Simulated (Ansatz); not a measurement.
AlN: equation of state with exchange-only PBE

The system is AlN.

```
CELL_PARAMETERS angstrom
3.11300 0.00000 0.00000
-1.55650 2.69594 0.00000
0.00000 0.00000 4.98100
ATOMIC_POSITIONS crystal
Al 0.66667 0.33333 0.50000
Al 0.33333 0.66667 0.00000
N 0.66667 0.33333 0.88000
N 0.33333 0.66667 0.38000
```

```yaml
Program: Ansatz 0.2.0
Task: equation of state
Functional: exchange-only PBE
Potentials_or_basis: Ansatz PAW
Cutoff: 420 eV
Density_cutoff: 1680 eV
k_mesh: 10 × 10 × 6
Occupations: fermi-dirac, width 0.05 eV
Spin: no spin polarisation
```

```yaml
Equilibrium_volume: "11.46 Å³/atom (rough: see the caveat)"
Bulk_modulus_at_fixed_shape_and_positions: 161 GPa (rough)
```

Energy against volume, from the lowest point:
```csv
volume (Å³/atom),energy (meV/atom)
9.824,143.81
10.033,103.96
10.242,71.25
10.451,45.05
10.660,24.77
10.869,9.93
11.078,0.00
```

All runs of the series together: 6.4 s on 2 threads of Intel(R) Xeon(R) 6975P-C (Granite Rapids), with other jobs on the host.

Caveat: the potentials were made for another functional, which shifts forces and pressure; the minimum lies outside the volumes run; the cell was scaled at fixed shape and fractional positions, which overstates the stiffness of a crystal with free parameters, most of all of layers and chains.
